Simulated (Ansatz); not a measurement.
A crystal relaxed with r2SCAN in Ansatz has space group P-3m1 (No. 164) and a = 2.864 Å, c = 6.833 Å.

| atom | site | x | y | z |
| --- | --- | --- | --- | --- |
| Al | 2d | 0.3333 | 0.6667 | 0.1993 |
| Xx | 1a | 0.0000 | 0.0000 | 0.0000 |
| Xx | 2d | 0.3333 | 0.6667 | 0.7032 |

With r2SCAN the valence top lies at k = (-0.073, 0.135, 0.005) and the conduction bottom at Γ, 5.65 eV higher; the smallest vertical gap, at Γ, is 5.69 eV. With HSE06 the valence top lies at k = (-0.073, 0.135, 0.005) and the conduction bottom at Γ, 6.59 eV higher; the smallest vertical gap, at Γ, is 6.63 eV. Meshes: r2SCAN 12×12×4, HSE06 6×6×2. r2SCAN's ε∞ is 3.0 along x and y, 2.7 along z.

Question: Which element is Xx?
A. Te
B. Se
C. S
D. O

Answer: D. Xx is O: Al2O3 in the A-La2O3-type structure. Al is surrounded by 6 O at 1.78–2.14 Å; O is surrounded by 6 Al at 2.14 Å; O is surrounded by 3 Al at 1.78 Å.

The cell comes from a prototype generator: it can be a known phase or a hypothetical one. Spin polarisation is off.

Where an edge lies off the special points, it is a point of the mesh or the k point where a search put PBE's edge or least direct gap, reused for the other functionals, whose own edges may lie a little apart.

Coordinates of k points refer to the reciprocal vectors of the primitive cell of the runs.

The meshes of the hybrids are coarse, so their gaps aren't converged to the digits shown.

For a response run the program warns that the ground state's bands aren't all converged, so ε∞ carries an extra error.
